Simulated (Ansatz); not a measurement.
# SnO2: the cost of one run

Method: DFT LDA, scalar-relativistic, plane waves, PAW, in Ansatz 0.2.0.

5 further runs of the same task are left out: 1 that didn't finish, 4 set aside as unsound or not needed.

## (1) The starting structure

Symmetry: P4_2/mnm, No. 136, tetragonal system. The conventional cell has a = 4.721 Å, b = 4.721 Å, c = 3.189 Å, α = 90.00°, β = 90.00°, γ = 90.00°. Sn (site symmetry mmm) is surrounded by 6 O at 2.04 to 2.05 Å. O (site symmetry m2m) is surrounded by 3 Sn at 2.04 to 2.05 Å.

Structure file:

```
Sn O
1.0
     4.72072    0.00000    0.00000
     0.00000    4.72072    0.00000
     0.00000    0.00000    3.18876
Sn O
2 4
Direct
  0.00000 0.00000 0.00000
  0.50000 0.50000 0.50000
  0.30611 0.30611 0.00000
  0.19389 0.80611 0.50000
  0.69389 0.69389 0.00000
  0.80611 0.19389 0.50000
```

It is the result of an earlier relaxation at this level (volume 11.84 Å³/atom; gap on the mesh: 1.18 eV).

## (2) The scan

The energy is mapped over two normal modes frozen in (zone-centre modes of the cell shown).

- amplitude of mode 4 (103 cm⁻¹), largest displacement: 11 values from −0.598 to 0.598 Å
- amplitude of mode 5 (146 cm⁻¹), largest displacement: 11 values from −0.210 to 0.210 Å

Nothing else is relaxed (the cell and all other modes fixed). Energies count from the relaxed high-symmetry cell. Points are written as (first, second).

The modes come from a phonon run on the reference cell, made beforehand.

Displacement patterns for an amplitude of 1 (Å):

| atom | x1 | y1 | z1 | x2 | y2 | z2 |
| --- | --- | --- | --- | --- | --- | --- |
| Sn1 | 0.000 | 0.000 | 0.000 | 0.000 | 0.000 | 1.000 |
| Sn2 | 0.000 | 0.000 | 0.000 | 0.000 | 0.000 | -1.000 |
| O3 | 0.707 | -0.707 | 0.000 | 0.000 | 0.000 | -0.582 |
| O4 | -0.707 | -0.707 | 0.000 | 0.000 | 0.000 | 0.582 |
| O5 | -0.707 | 0.707 | 0.000 | 0.000 | 0.000 | -0.582 |
| O6 | 0.707 | 0.707 | 0.000 | 0.000 | 0.000 | 0.582 |

## (3) Point (−0.598 Å, 0.000 Å)

The input, input.yaml:

```yaml
crystal:
  lattice:
    - [4.7207174017, 0.0, 0.0]
    - [0.0, 4.7207174017, 0.0]
    - [0.0, 0.0, 3.1887553105]
  atoms:
    - { symbol: Sn, position: [0.0, 0.0, 0.0] }
    - { symbol: Sn, position: [0.5, 0.5, 0.5] }
    - { symbol: O, position: [0.2165333303, 0.3956797689, 0.0] }
    - { symbol: O, position: [0.2834666697, 0.8956797689, 0.5] }
    - { symbol: O, position: [0.7834666697, 0.6043202311, 0.0] }
    - { symbol: O, position: [0.7165333303, 0.1043202311, 0.5] }
basis:
  ecutwfc: 520.0
kpoints:
  mp_grid: { grid: [6, 6, 8] }
hamiltonian:
  xc: lda
  pseudopotentials: { kind: paw, azcp: { folder: soft_1 } }
scf:
  occupations: { method: gaussian, width: 0.05 }
output:
  forces: true
  stress: true
  eigenvalues: true
```

On the command line:

```bash
ansatz run input.yaml --threads 2 --pin off --max-ram 4096MiB --backend cpu --events-out ev --progress --plain --runs-dir out
```

**Question.** How long does this run take on 2 threads of Arm Neoverse N1, shared host, and how much memory does it need?

About 12 s, with a peak of 0.44 GiB.
